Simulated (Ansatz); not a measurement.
Input and command of a calculation in Ansatz (plane waves; scalar-relativistic PAW potentials unless the input names others):

```yaml
crystal:
  lattice:
    - [3.1683912536, -0.0736141138, 0.1843277587]
    - [-1.6479473194, 2.7801034895, -0.09098712]
    - [0.9254417754, 0.0068220577, 15.9104968356]
  atoms:
    - { symbol: W, position: [-0.0043251593, 0.0132692761, -0.0010626711] }
    - { symbol: Se, position: [0.3814904526, 0.686245904, 0.101536039] }
    - { symbol: Se, position: [0.2895013733, 0.6338181532, 0.8995266321] }
basis:
  ecutwfc: 420
  precision: f64
kpoints:
  mp_grid: { grid: [12, 12, 2] }
hamiltonian:
  xc: lda
scf:
  occupations: { method: gaussian, width: 0.05 }
  eigensolver: { kind: davidson }
output:
  forces: true
  eigenvalues: true
  stress: true
```

```bash
ansatz run input.yaml --threads 2 --pin off --max-ram 5120MiB --backend cpu --events-out ev --progress --plain --runs-dir out
```

Abridged log:
```
Pseudopotentials: kind: paw
Pseudopotential: W, paw, valence charge 14, recommended cutoff 420 eV (normal)
Pseudopotential: Se, paw, valence charge 16, recommended cutoff 420 eV (normal)
Functional definition: SPW92
Crystal: 3 atoms, lattice volume = 137.749 Å³
Basis set: ecut = 420 eV, 2703 PW (Γ)
Bands: 28, of which v1, the nominal top of the filled ones, is band 23 counted from 1 (22 counted from 0)
Symmetry: 1 space group operations
Space group: P1 (ITA 1), of the structure as read, at distance tolerance 5.2e-5 Å
k-points: 148 of 288 (time reversal used)
Initial density: superposition of atomic densities (neutral atoms: chi_scale 0, normalization atom), corrected by the library's trained network
Initial wavefunctions: pseudopotential atomic-orbital guess
Functional: x = slater, c = lda
SCF iter   1: F=—  HF=-20896.684613 eV  |F-HF|=—  |Δ(HF+E_count)|=         —  Δρ=5.07e-3  dr2=7.34e-2  ethr=1.77e-3  ⟨swp⟩=11.8  Hψ=18709  notcnv=2
SCF iter   2: F=—  HF=-20896.714164 eV  |F-HF|=—  |Δ(HF+E_count)|=   2.96e-2  Δρ=6.97e-3  dr2=2.64e-1  ethr=1.60e-4  ⟨swp⟩=5.3  Hψ=11353  notcnv=0  defer=84
SCF iter   3: F=—  HF=-20896.674651 eV  |F-HF|=—  |Δ(HF+E_count)|=   3.95e-2  Δρ=1.81e-3  dr2=5.12e-3  ethr=1.10e-5  ⟨swp⟩=2.1  Hψ=18668  notcnv=0  defer=9
SCF iter   4: F=—  HF=-20896.674549 eV  |F-HF|=—  |Δ(HF+E_count)|=   1.03e-4  Δρ=4.42e-4  dr2=2.39e-4  ethr=1.10e-5  ⟨swp⟩=3.0  Hψ=7785  notcnv=0
automatic band count: iteration 4 solves 27 bands in place of 28: the levels show a gap, and the empty bands left out lie too high to hold charge; the band table lists the bands solved (type scf.n_extra_bands for more)
SCF iter   5: F=—  HF=-20896.674754 eV  |F-HF|=—  |Δ(HF+E_count)|=   2.06e-4  Δρ=2.93e-4  dr2=1.22e-3  ethr=5.19e-7  ⟨swp⟩=4.1  Hψ=9097  notcnv=0
SCF iter   6: F=—  HF=-20896.674623 eV  |F-HF|=—  |Δ(HF+E_count)|=   1.31e-4  Δρ=7.81e-5  dr2=2.24e-5  ethr=5.19e-7  ⟨swp⟩=3.6  Hψ=8567  notcnv=0
SCF iter   7: F=—  HF=-20896.674625 eV  |F-HF|=—  |Δ(HF+E_count)|=   2.42e-6  Δρ=1.19e-5  dr2=4.21e-7  ethr=4.88e-8  ⟨swp⟩=3.0  Hψ=7786  notcnv=0
SCF iter   8: F=-20896.674625 eV  HF=-20896.674625 eV  |F-HF|=2.07e-8  |Δ(HF+E_count)|=   1.67e-7  Δρ=3.66e-6  dr2=1.86e-8  ethr=9.16e-10  ⟨swp⟩=4.0  Hψ=11514  notcnv=0
SCF 1 converged in 8 iterations: F = -20896.674625 eV  dr2 = 1.86e-8
  Residual-converged pass: ⟨swp⟩=3.3  Hψ=9508  notcnv=0  max |occ|·‖R‖ = 6.4e-6 eV (tolerance 6.7e-6 eV) dr2=1.90e-8  dr2_onsite=1.45e-8  max |Δocc| = 6.8e-105
SCF converged after 8 iterations
Free energy (F): -20896.674625 eV
Harris-Foulkes:  -20896.674625 eV  (|F-HF|=2.07e-8)
Internal energy: -20896.674625 eV  (E = F + TS)
E sigma→0 (E₀):  -20896.674625 eV
Fermi energy:    3.242751 eV
--- Forces (eV/Å), atoms counted from 1 ---
  atom   1  W      2.45393157     0.11116630    -0.62127834
  atom   2  Se    -4.46590739    -1.45275655     3.61021109
  atom   3  Se     2.01198820     1.34159755    -2.98901635
--- Stress (GPa, compression-positive) ---
        7.466049       2.624482     -11.700055
        2.624481       8.322754      -5.041054
      -11.700053      -5.041054      11.621440
  P = ⅓ Tr σ = 9.1367 GPa (91.367 kbar)
```

Apart from outputs and empty bands, the input differs from a reference run on usual settings in scf.eigensolver.kind: not typed → "davidson"; basis.precision: not typed → "f64". The reference, at the same geometry (not necessarily relaxed), gave pressure 9.14 GPa, largest force 5.924 eV/Å, gap on the mesh 1.52 eV. This run converged in 8 SCF iterations (reference: 9) with an energy at zero smearing within 0.01 meV/atom of the reference's, pressure 9.14 GPa, largest force 5.924 eV/Å, gap on the mesh 1.52 eV.

It took 43 s on 2 threads of Arm Neoverse V2 (shared host), peak memory 0.53 GiB.